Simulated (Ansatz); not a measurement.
System: NaI (rock salt type), 2 atoms in the cell.

```yaml
crystal:
  lattice:
    - [0.00000, 3.26500, 3.26500]
    - [3.26500, 0.00000, 3.26500]
    - [3.26500, 3.26500, 0.00000]
  atoms:
    - { symbol: Na, position: [0.00000, 0.00000, 0.00000] }
    - { symbol: I, position: [0.50000, 0.50000, 0.50000] }
```
Lattice in Å, positions in fractions of it.

All numbers below come from HSE06, plane waves, all-electron PAW datasets generated for the crystal, point nucleus (Ansatz 0.2.0 development build).

Cutoff 290 eV; exchange singularity: regularized; k-mesh 6×6×6 Γ-centred; Fermi–Dirac smearing of 0.02 eV; no spin polarisation; no spin–orbit coupling.

(1) How large is the gap on this mesh, is it direct, and where do the band edges lie (fractions of the reciprocal vectors of this cell)?

(2) List the levels near the gap at (0.000, 0.000, 0.000), (0.000, 0.000, 0.167), (0.000, 0.000, 0.333), (0.000, 0.167, 0.167), in eV from the top of the valence band (v1 is the highest filled band, c1 the lowest empty one).

## Answers

(1) 4.60 eV, direct at (0.000, 0.000, 0.000).

(2) 
| k | v4 | v3 | v2 | v1 | c1 |
| --- | --- | --- | --- | --- | --- |
| (0.000, 0.000, 0.000) | -11.89 | 0.00 | 0.00 | 0.00 | 4.60 |
| (0.000, 0.000, 0.167) | -11.81 | -0.72 | -0.08 | -0.08 | 5.40 |
| (0.000, 0.000, 0.333) | -11.65 | -1.79 | -0.22 | -0.22 | 6.07 |
| (0.000, 0.167, 0.167) | -11.79 | -0.71 | -0.22 | -0.22 | 5.68 |

Spin–orbit coupling is left out; with heavy elements it can shift the gap and split levels by tenths of an eV.
